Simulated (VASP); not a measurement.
## PbS in VASP 6.6.1, single-point calculation

INCAR

```
ISMEAR = -1
LREAL = .FALSE.
SIGMA = 0.02
LASPH = .TRUE.
IBRION = -1
GGA = PE
LCHARG = .FALSE.
MAXMIX = 10
LWAVE = .FALSE.
ENCUT = 520
NELM = 86
PREC = Accurate
ISIF = 2
NSW = 0
NBANDS = 17
ISYM = 0
EDIFF = 1E-7
```

KPOINTS

```
KPOINTS created by Atomic Simulation Environment
0
Gamma
4 4 4
0 0 0
```

POSCAR

```
Pb S
 1.0000000000000000
     0.1207113021000000    3.0183269980000000    3.0183269980000000
     3.0183269980000000    0.1207113021000000    3.0183269980000000
     3.0183269980000000    3.0183269980000000    0.1207113021000000
 Pb  S
   1   1
Cartesian
  0.0000000000000000  0.0000000000000000  0.0000000000000000
  3.0786826490499988  3.0786826490499988  3.0786826490499988
```

The recommended PBE PAW datasets give the neutral cell 20 valence electrons.

Command

```
mpirun -np 1 vasp_std
```

Q: Predict the outcome of this run.

A: It converged. Results: gap between bands v and c on the k mesh -0.05 eV (bands overlap: a metal); least direct gap on the k mesh 0.26 eV; pressure 2.4 GPa. Band v is the last that the valence electrons fill when counted band by band, and c is the next.

OSZICAR

```
N       E                     dE             d eps       ncg     rms          rms(c)
DAV:   1     0.163218246296E+03    0.16322E+03   -0.98754E+03  1224   0.124E+03
DAV:   2     0.372126485936E+01   -0.15950E+03   -0.15318E+03  1283   0.316E+02
DAV:   3    -0.888081598123E+01   -0.12602E+02   -0.12493E+02  1618   0.943E+01
DAV:   4    -0.918887646286E+01   -0.30806E+00   -0.30778E+00  1603   0.161E+01
DAV:   5    -0.920040638764E+01   -0.11530E-01   -0.11529E-01  1894   0.304E+00    0.464E+00
DAV:   6    -0.871597069761E+01    0.48444E+00   -0.14349E+00  1941   0.802E+00    0.352E+00
DAV:   7    -0.871731270055E+01   -0.13420E-02   -0.12578E-01  1533   0.178E+00    0.196E+00
DAV:   8    -0.871971708092E+01   -0.24044E-02   -0.12535E-02  1461   0.118E+00    0.148E-01
DAV:   9    -0.871958333350E+01    0.13375E-03   -0.21600E-03  2046   0.367E-01    0.937E-02
DAV:  10    -0.871973693693E+01   -0.15360E-03   -0.28572E-04  1308   0.102E-01    0.482E-02
DAV:  11    -0.871974282240E+01   -0.58855E-05   -0.42506E-05  1701   0.693E-02    0.174E-02
DAV:  12    -0.871974345249E+01   -0.63008E-06   -0.27957E-06  1530   0.164E-02    0.302E-03
DAV:  13    -0.871974341031E+01    0.42172E-07   -0.11457E-07  1400   0.291E-03
   1 F= -.87197434E+01 E0= -.87191092E+01  d E =-.126844E-02
```

These settings aren't sound, so the numbers aren't properties of the crystal.

On sound settings PBE gives a gap of -0.07 eV on its mesh and a pressure of 2.6 GPa for the intended cell.
